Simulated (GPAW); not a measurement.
A run of GPAW 26.7.0 is set up as follows.

Contents of run.py:

```python
from ase.eos import EquationOfState
from ase.io import Trajectory, read
from ase.units import GPa
from gpaw import GPAW, PW

atoms = read('ZnAu.xyz')

traj = Trajectory('eos.traj', 'w')
volumes, energies = [], []
for x in [0.94, 0.96, 0.98, 1.0, 1.02, 1.04, 1.06]:
    a = atoms.copy()
    a.set_cell(atoms.cell * x**(1 / 3), scale_atoms=True)
    calc = GPAW(mode=PW(600),
                xc='PBE',
                kpts={'size': (8, 8, 8), 'gamma': True},
                occupations={'name': 'fermi-dirac', 'width': 0.05},
                nbands=22,
                convergence={'density': 1e-05, 'energy': 1e-05},
                maxiter=150,
                txt=f'eos-{x:.2f}.txt')
    a.calc = calc
    energies.append(a.get_potential_energy(force_consistent=True))
    volumes.append(a.get_volume())
    p = -a.get_stress()[:3].mean() / GPa
    calc.write(f'eos-{x:.2f}.gpw')
    traj.write(a)
    print(f'{x:.2f} {volumes[-1]:10.4f} A^3 {energies[-1]:14.6f} eV {p:9.3f} GPa', flush=True)

v0, e0, B = EquationOfState(volumes, energies, eos='birchmurnaghan').fit()
print(f'V0 = {v0:.4f} A^3, E0 = {e0:.6f} eV, B0 = {B / GPa:.2f} GPa')
```

File ZnAu.xyz:

```xyz
2
Lattice="3.1470000000 0.0000000000 0.0000000000 0.0000000000 3.1470000000 0.0000000000 0.0000000000 0.0000000000 3.1470000000" Properties=species:S:1:pos:R:3 pbc="T T T"
Au     0.0000000000      0.0000000000      0.0000000000
Zn     1.5735000000      1.5735000000      1.5735000000
```

Potentials or basis: GPAW PAW data sets (gpaw-data 1.2.1), pw.

Launch:

```bash
$ OMP_NUM_THREADS=1 python run.py
```

Task: Predict the equilibrium volume.

Result: 16.26 Å³/atom.

Task: Estimate the bulk modulus.

Result: 117 GPa.

Task: What does it give for the pressure derivative of the bulk modulus?

Result: 5.5.

Energy against volume, from the lowest point:
| volume (Å³/atom) | energy (meV/atom) |
| --- | --- |
| 14.648 | 73.01 |
| 14.960 | 45.35 |
| 15.272 | 25.03 |
| 15.583 | 11.19 |
| 15.895 | 3.08 |
| 16.207 | 0.00 |
| 16.518 | 1.41 |

Caveat: with this Au data set, volumes or pressures lay over 1.5 % or 2 GPa off other programs in two to four cells of ten. The run has no spin-orbit coupling, so splittings on Au are missing.
